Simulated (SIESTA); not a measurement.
SiO2:

```
Si O
1.0
    -2.62334    4.77675    4.44167
     2.62334   -4.77675    4.44167
     2.62334    4.77675   -4.44167
Si O
4 8
Direct
  0.26034 0.84494 0.41540
  0.07045 0.15506 0.91540
  0.73966 0.15506 0.58460
  0.92955 0.84494 0.08460
  0.50000 0.00000 0.50000
  0.00000 0.00000 0.00000
  0.79318 0.00000 0.29318
  0.20682 0.50000 0.20682
  0.20682 0.00000 0.70682
  0.79318 0.50000 0.79318
  0.86931 0.11931 0.75000
  0.13069 0.88069 0.25000
```

The cell comes from a database or a generator and needn't be the stable form of this composition.

Base run:

| Quantity | Value |
| --- | --- |
| Program | SIESTA 5.4.2 |
| Functional | PBE |
| Potentials or basis | PseudoDojo 0.4 standard (PBE files) |
| Basis | DZP (energy shift 0.003 Ry) |
| Grid cutoff | 800 Ry |
| Energy shift | 0.003 Ry |
| k mesh | 6 × 6 × 6 |
| Occupations | fermi-dirac, width 0.05 eV |
| Spin | no spin polarisation |

Its results: band gap on the k mesh 6.69 eV, direct; pressure 6.0 GPa; largest force 0.640 eV/Å.

The run is repeated on the same cell with these changes: functional from PBE to PBEsol; potentials or basis from PseudoDojo 0.4 standard (PBE files) to PseudoDojo 0.4 standard (PBEsol files). What comes out?

Band gap on the k mesh 6.64 eV, direct; pressure 4.1 GPa; largest force 0.528 eV/Å.

Caveats: the basis of atomic orbitals isn't converged, which shifts pressures, moduli and gaps.
